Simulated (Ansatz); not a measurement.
TiAl3:

```
Ti Al
1.0
    -1.91111    1.91111    4.28067
     1.91111   -1.91111    4.28067
     1.91111    1.91111   -4.28067
Ti Al
1 3
Direct
  0.00000 0.00000 0.00000
  0.25000 0.75000 0.50000
  0.75000 0.25000 0.50000
  0.50000 0.50000 0.00000
```

The cell comes from a database or a generator and needn't be the stable form of this composition.

Base run:

```yaml
Program: Ansatz 0.2.0
Functional: PBEsol
Potentials_or_basis: Ansatz PAW earlier set
Cutoff: 900 eV
Density_cutoff: 3600 eV
k_mesh: 10 × 10 × 10
Occupations: fermi-dirac, width 0.05 eV
Spin: no spin polarisation
```

Its results: band gap on the k mesh none (metal or under the smearing width); pressure -0.5 GPa.

Task: The run is repeated on the same cell with these changes: functional from PBEsol to PBE. What comes out?

Result: Band gap on the k mesh none (metal or under the smearing width); pressure 2.1 GPa.

PBE binds less tightly than PBEsol, so the same cell stands under more pressure.

Caveats: the PAW data sets come from PBE, with cores solved anew for the run's functional, which leaves a small shift of forces and pressure (some runs).

Not every run made on this cell is shown here.
